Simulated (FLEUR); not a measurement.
The system is V.

```
V
1.0
     2.60429    0.00000    0.00000
    -1.30215    2.25538    0.00000
     0.00000    0.00000    4.72334
V
2
Cartesian
  0.0000 1.5036 1.1808
  1.3021 0.7518 3.5425
```

This isn't the form of V at room conditions, which is bcc.

Base run:

```yaml
Program: FLEUR MaX-R8.1 (later development tree)
Functional: LDA
Potentials_or_basis: all-electron
Basis: FLAPW
Kmax: 4.34 1/bohr
k_mesh: 10 × 10 × 5
Occupations: fermi-dirac, width 0.05 eV
Spin: collinear spin, ferromagnetic start
Starting_moments: "[2.0, 2.0] μB"
Hubbard_terms: V d U = 4 eV
```

Its results: band gap on the k mesh none (metal or under the smearing width); net moment 1.90 μB per cell; site moments V +0.82 μB.

Problem. The run is repeated on the same cell with these changes: hubbard terms from V d U = 4 eV to V d U = 5 eV. What comes out?

Solution. Band gap on the k mesh none (metal or under the smearing width); net moment 2.06 μB per cell; site moments V +0.91 μB.

Caveats: the U is typed as a test and isn't derived for this compound.
